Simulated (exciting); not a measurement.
The system is AgBr.

```xyz
2
Lattice="0.0000 2.8702 2.8702 2.8702 0.0000 2.8702 2.8702 2.8702 0.0000" Properties=species:S:1:pos:R:3 pbc="T T T"
Ag    0.0000    0.0000    0.0000
Br    2.8702    2.8702    2.8702
```

Base run:

```yaml
Program: exciting (release sodium)
Functional: PBE
Potentials_or_basis: all-electron LAPW+lo, shipped species files, valence relativity iora*
rgkmax: 9
k_mesh: 8 × 8 × 8
Occupations: fermi-dirac, width 0.05 eV
Spin: no spin polarisation
```

Its results: band gap on the k mesh 0.68 eV, indirect (least direct gap 2.61 eV).

Q: The run is repeated on the same cell with these changes: k mesh from 8 × 8 × 8 to 6 × 6 × 6; spin from no spin polarisation to spin-orbit coupling, no magnetisation. What comes out?

A: Band gap on the k mesh 0.60 eV, indirect (least direct gap 2.43 eV).

Several settings changed at once, so the effect can't be laid on one alone.

Caveats: the tetrahedron DOS on this energy grid can lose part of the weight of narrow d or f bands (some runs).
